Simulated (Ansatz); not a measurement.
(001) slab cut from the bulk of Si$_{2}$W, 15 Å of vacuum:

```
CELL_PARAMETERS angstrom
3.22900 0.00000 0.00000
0.00000 3.22900 0.00000
0.00000 0.00000 25.46958
ATOMIC_POSITIONS crystal
Si 0.00000 0.00000 0.29447
W 0.50000 0.50000 0.34556
Si 0.00000 0.00000 0.39666
Si 0.50000 0.50000 0.44890
W 0.00000 0.00000 0.50000
Si 0.50000 0.50000 0.55110
Si 0.00000 0.00000 0.60334
W 0.50000 0.50000 0.65444
Si 0.00000 0.00000 0.70553
```

Theory: Ansatz, DFT PBE, scalar-relativistic, plane waves, PAW. Cutoff 420 eV; k points 11×11×1 on the computed 9-atom cell (Γ-centred); Gaussian smearing, width 0.10 eV; no spin polarisation. A dipole correction removes the field between periodic images along c.

This base run converges in 7 iterations with a largest force of 0.402 eV/Å and a work function of 4.52 eV on the top face.

One setting at a time is then changed, some of them on purpose to poor values; changes count from the base run, energies are extrapolated to zero smearing, γ keeps the base's bulk energy, atoms stay where they are, a change of functional drops any dispersion correction, and risky runs are capped at 50 to 100 iterations.

(1) What does each change do? cutoff 550 eV; occupations fermi-dirac 0.025 eV; vacuum of 10 Å; mixing β = 0.9; no preconditioner, β = 0.7; k mesh 11×11×3; functional PBEsol; occupations fixed.

Spin-orbit coupling is left out, which matters for the bands of heavy elements. In some of the runs (vacuum 10) charge leaks into the vacuum, so their work functions can be off.

## Answers

(1)
```tsv
change	outcome	SCF iterations	ΔE (meV/atom)	Δγ (J/m²)	Δφ top (eV)	largest force (eV/Å)	largest change of a force (eV/Å)
cutoff 550 eV	converged	7	-0.5		0.00	0.402	0.000
occupations fermi-dirac 0.025 eV	converged	8	0.0	0.000	-0.01	0.397	0.023
vacuum of 10 Å	converged with warnings	7	0.0	0.000	0.00	0.402	0.000
mixing β = 0.9	converged	7	0.0	0.000	0.00	0.402	0.000
no preconditioner, β = 0.7	converged	13	0.0	0.000	0.00	0.402	0.000
k mesh 11×11×3	converged	7	0.0	0.000	0.00	0.402	0.000
functional PBEsol	converged	8			+0.04	0.586	0.262
occupations fixed	converged with warnings	12	+8.5	+0.059	-0.69	0.478	0.204
```

Cost: 9 runs of about 3.9 core-minutes in all, on Arm Neoverse V2 (shared hosts).